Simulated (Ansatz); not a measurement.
Crystal: Pb.

```xyz
1
Lattice="-1.9797 1.9797 1.9797 1.9797 -1.9797 1.9797 1.9797 1.9797 -1.9797" Properties=species:S:1:pos:R:3 pbc="T T T"
Pb    0.0000    0.0000    0.0000
```

This isn't the form of Pb at room conditions, which is fcc.

Base run:

- Program: Ansatz 0.2.0
- Functional: LDA
- Potentials or basis: Ansatz PAW
- Cutoff: 420 eV (not typed: the program's choice for these potentials)
- k mesh: 7 × 7 × 7
- Occupations: fermi-dirac, width 0.05 eV
- Spin: spin-orbit coupling, no magnetisation

Its results: band gap on the k mesh none (metal or under the smearing width); pressure -3.1 GPa.

Task: The run is repeated on the same cell with these changes: functional from LDA to PBE. What comes out?

Result: Band gap on the k mesh none (metal or under the smearing width); pressure 1.2 GPa.

PBE binds less tightly than LDA, so the same cell stands under more pressure.

Caveats: the PAW data sets come from PBE, with cores solved anew for the run's functional, which leaves a small shift of forces and pressure (some runs).
